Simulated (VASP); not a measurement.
The system is MnO2.

```
Mn O
1.0
     2.85658    0.00000    0.00000
    -1.42829    2.47387    0.00000
     0.00000    0.00000    4.60137
Mn O
1 2
Direct
  0.97175 0.98616 0.50509
  0.34615 0.66772 0.70444
  0.68623 0.33476 0.30771
```

The cell comes from a database or a generator and needn't be the stable form of this composition.

The cell isn't the ideal one: atoms moved at random, drawn with an rms of 0.05 Å.

| Item | Value |
| --- | --- |
| Program | VASP 6.6.1 |
| Task | relaxation of the atoms |
| Functional | revPBE |
| Dispersion | D3 |
| Potentials or basis | VASP PAW PBE potentials, release 64 (Mn_sv_GW, O_GW) |
| Cutoff | 600 eV |
| k mesh | 11 × 11 × 6 |
| Occupations | gaussian, width 0.05 eV |
| Spin | no spin polarisation |

At the start: pressure 1.0 GPa; volume 10.84 Å³/atom.

Where does the relaxation end?

Over 10 steps the energy falls by 10.5 meV/atom; space group Cm (No. 8, to 0.05 Å).

Step by step:
```tsv
step	energy change (eV)	largest force (eV/Å)	pressure (GPa)
1	0.0000	0.7685	0.99
2	-0.0293	0.1898	-4.08
3	-0.0306	0.0750	-5.39
4	-0.0306	0.0753	-5.41
5	-0.0309	0.0596	-5.45
6	-0.0313	0.0469	-5.33
7	-0.0313	0.0456	-5.42
8	-0.0314	0.0302	-5.21
9	-0.0314	0.0227	-5.04
10	-0.0315	0.0161	-5.18
```

Final structure:
```yaml
crystal:
  lattice:
    - [2.85658, 0.00000, 0.00000]
    - [-1.42829, 2.47387, 0.00000]
    - [0.00000, 0.00000, 4.60137]
  atoms:
    - { symbol: Mn, position: [0.97175, 0.98616, 0.50509] }
    - { symbol: O, position: [0.34330, 0.66595, 0.71170] }
    - { symbol: O, position: [0.69387, 0.34341, 0.29642] }
```

Caveat: the PAW data sets were made with another functional, which shifts forces and pressure a little; an odd number of electrons without spin polarisation forces a metal; a magnetic or distorted state may lie lower; the run has no spin polarisation, though such a crystal can be magnetic; pairwise dispersion overbinds metals, which lowers pressure and volume.
